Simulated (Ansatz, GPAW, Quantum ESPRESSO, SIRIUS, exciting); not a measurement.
**W: 5 runs at one level of theory**

```
CELL_PARAMETERS angstrom
0.00000 2.03000 2.03000
2.03000 0.00000 2.03000
2.03000 2.03000 0.00000
ATOMIC_POSITIONS crystal
W 0.00000 0.00000 0.00000
```

This isn't the form of W at room conditions, which is bcc.

Alike in all runs: task equation of state; functional PBEsol; k mesh 11 × 11 × 11; occupations fermi-dirac, width 0.05 eV; no spin polarisation; no spin-orbit coupling.

```tsv
program and potentials	plane-wave cutoff (eV)	notes	equilibrium volume (Å³/atom)	bulk modulus (GPa)
SIRIUS, PseudoDojo 0.4.1 PBEsol standard (scalar relativistic)	1030	-	?	?
GPAW, PAW data sets generated for this functional	600	-	15.98	314.4
exciting, all-electron LAPW+lo, shipped species files, valence relativity iora*	-	-	16.01	308.5
Quantum ESPRESSO, GBRV 1.5 PBEsol	762	-	16.01	315.5
Ansatz, all-electron LAPW, scalar-relativistic	-	-	16.00	312.3
```

Question: Estimate from the other rows what the run with SIRIUS, PseudoDojo 0.4.1 PBEsol standard (scalar relativistic) gave.

Answer: Equilibrium volume 16.01 Å³/atom; bulk modulus 313.7 GPa. The other rows, which needn't bracket it: equilibrium volume 15.98 to 16.01; bulk modulus 308.5 to 315.5.
